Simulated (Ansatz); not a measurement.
Runs of Ansatz 0.2.0 on CuO. The structure is tetragonal, space group P4_2/mmc (No. 131). Conventional cell: a = 3.422 Å, b = 3.422 Å, c = 4.260 Å, α = 90.00°, β = 90.00°, γ = 90.00°. Cu (site symmetry mmm) is surrounded by 4 O at 2.02 Å. O (site symmetry -4m2) is surrounded by 4 Cu at 2.02 Å and 2 O at 2.13 Å. Measurements of this composition are mostly on another form, of space group No. 15.

```tsv
task	level	cell	k mesh	cutoff (eV)	share of exact exchange	target pressure (GPa)	mesh quality	gap on the mesh (eV)	pressure (GPa)
single point	r2SCAN0 form with a typed share of exact exchange	as given	5 × 5 × 4	500	0.1	-	coarse	none	-8.2
single point	r2SCAN0 form with a typed share of exact exchange	as given	5 × 5 × 4	500	0.5	-	coarse	none	-9.5
relaxation of cell and atoms	PBE	relaxed to 2 GPa	8 × 8 × 6	420	-	2	not flagged	none	2.0
relaxation of cell and atoms	PBE	relaxed to 5 GPa	8 × 8 × 6	420	-	5	not flagged	none	5.0
single point	r2SCAN0 form with a typed share of exact exchange	as given	5 × 5 × 4	500	0.15	-	coarse	none	-8.5
single point	r2SCAN0 form with a typed share of exact exchange	as given	5 × 5 × 4	500	0	-	coarse	none	(b)
relaxation of cell and atoms	PBE	relaxed	8 × 8 × 6	420	-	0	not flagged	none	0.0
single point	r2SCAN0 form with a typed share of exact exchange	as given	5 × 5 × 4	500	0.35	-	coarse	none	(a)
```

Alike in all rows: potentials or basis Ansatz PAW; no spin polarisation; smearing fermi-dirac 0.05 eV.

Question: Fill in the values left out.

Answer: (a) -9.2; (b) -7.7.

Caveats: some runs use coarse meshes; the run has no spin polarisation, though such a crystal can be magnetic; the PAW data sets come from PBE, with cores solved anew for the run's functional, which leaves a small shift of forces and pressure (some runs); the thresholds are loose for stress (some runs); the plane-wave basis is chosen anew once the cell has moved, so the energies of steps on either side of that aren't comparable (some runs); semilocal functionals often make such compounds metallic where correlation or magnetic order opens a gap, which also shifts bond lengths (some runs).

A gap of «none» marks a metal or a gap under the smearing width.
